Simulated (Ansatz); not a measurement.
The system is I.

```
CELL_PARAMETERS angstrom
2.53835 -3.70662 0.00000
2.53835 3.70662 0.00000
-1.62087 0.00000 2.38110
ATOMIC_POSITIONS crystal
I 0.50000 0.50000 0.50000
```

* Program: Ansatz 0.2.0
* Task: relaxation of cell and atoms
* Functional: PBEsol
* Dispersion: D3(BJ)
* Potentials or basis: Ansatz PAW
* Cutoff: 420 eV (not typed: the program's choice for these potentials)
* k mesh: 7 × 7 × 11
* Occupations: fermi-dirac, width 0.05 eV
* Spin: no spin polarisation

At the start: volume 44.81 Å³/atom.

Where does the relaxation end?

It ends after 11 steps and the volume is 34.34 Å³/atom (-23.4 %); space group Immm (No. 71, to 0.05 Å).

The path:
| step | energy change (eV) | largest force (eV/Å) | volume (Å³) |
| --- | --- | --- | --- |
| 1 | 0.0000 | 0.0000 | 44.81 |
| 2 | -0.0253 | 0.0000 | 41.70 |
| 3 | -0.0563 | 0.0000 | 38.18 |
| 4 | -0.0839 | 0.0000 | 35.43 |
| 5 | -0.1035 | 0.0000 | 33.62 |
| 6 | -0.1267 | 0.0000 | 32.97 |
| 7 | -0.1360 | 0.0000 | 33.96 |
| 8 | -0.1369 | 0.0000 | 34.09 |
| 9 | -0.1370 | 0.0000 | 34.15 |
| 10 | -0.1371 | 0.0000 | 34.34 |
| 11 | -0.1364 | 0.0000 | 34.34 |

Final structure:
```
CELL_PARAMETERS angstrom
2.19925 -3.46941 -0.36304
2.19925 3.46941 -0.36304
-1.74490 0.00000 2.53842
ATOMIC_POSITIONS crystal
I 0.50000 0.50000 0.50000
```

Caveat: the volume moved by over 15 % at a fixed basis, so the end points are rough; the plane-wave basis is chosen anew once the cell has moved, so the energies of steps on either side of that aren't comparable; an odd number of electrons without spin polarisation forces a metal; a magnetic or distorted state may lie lower; pairwise dispersion overbinds metals, which lowers pressure and volume; the PAW data sets come from PBE, with cores solved anew for the run's functional, which leaves a small shift of forces and pressure.
